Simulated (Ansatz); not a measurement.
Pb:

```
Pb
1.0
     3.48000    0.00000    0.00000
    -1.74000    3.01377    0.00000
     0.00000    0.00000    5.59000
Pb
2
Direct
  0.66667 0.33333 0.75000
  0.33333 0.66667 0.25000
```

This isn't the form of Pb at room conditions, which is fcc.

Base run:

```yaml
Program: Ansatz 0.2.0
Functional: LDA
Potentials_or_basis: all-electron LAPW, scalar-relativistic
Cutoff: 161 eV (chosen from the basis error)
Basis_error_allowed: 0.001 eV/atom
k_mesh: 9 × 9 × 5
Occupations: fermi-dirac, width 0.05 eV
Spin: no spin polarisation
```

Its results: pressure -0.6 GPa.

The run is repeated on the same cell with these changes: functional from LDA to PBEsol. What comes out?

Pressure 1.1 GPa.

PBEsol binds less tightly than LDA, so the same cell stands under more pressure.
